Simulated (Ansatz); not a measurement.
Input of an Ansatz 0.2.0 run:

File input.yaml:

```yaml
crystal:
  lattice:
    - [-2.34185, 1.7113, 0.0]
    - [0.85003, 0.0, -5.05787]
    - [-2.34185, -5.1339, 0.0]
  atoms:
    - { symbol: Cu, position: [0.24799691, 0.00060149, 0.24329664] }
    - { symbol: Cu, position: [0.74799691, 0.00060149, 0.74329664] }
    - { symbol: Cu, position: [0.99799691, 0.50060149, 0.49329664] }
    - { symbol: Cu, position: [0.49799691, 0.50060149, 0.99329664] }
    - { symbol: O, position: [0.70719691, 0.75060149, 0.28409664] }
    - { symbol: O, position: [0.20719691, 0.75060149, 0.78409664] }
    - { symbol: O, position: [0.78879691, 0.25060149, 0.20249664] }
    - { symbol: O, position: [0.30482166, 0.24578955, 0.75612355] }
hamiltonian:
  xc: blyp
  pseudopotentials: { kind: paw }
kpoints:
  mp_grid: { grid: [9, 5, 5] }
scf:
  occupations: { method: fermi_dirac, width: 0.05 }
output:
  forces: true
  stress: true
  eigenvalues: true
relax:
  f_tol: 0.01
  max_steps: 40
  cell: { stress_tol: 0.05 }
```

Potentials or basis: Ansatz PAW.

Run with:

```bash
$ ansatz run input.yaml --threads 4 --pin off --max-ram 11264MiB --backend cpu --events-out ev --progress --plain --runs-dir out
```

(1) Estimate the space group after relaxing (to 0.05 Å).

(2) What does it give for the relaxed cell?

(3) Estimate the relaxed volume.

Answers

(1) P4_2/mmc (No. 131).

(2) a = 2.995 Å, b = 5.195 Å, c = 6.691 Å, α = 89.99°, β = 116.47°, γ = 90.00°.

(3) 11.65 Å³/atom.

Caveat: the pressure holds a Pulay correction of +0.8 GPa for the finite cutoff; the run has no spin polarisation, though such a crystal can be magnetic; semilocal functionals often make such compounds metallic where correlation or magnetic order opens a gap, which also shifts bond lengths; the PAW data sets come from PBE, with cores solved anew for the run's functional, which leaves a small shift of forces and pressure.
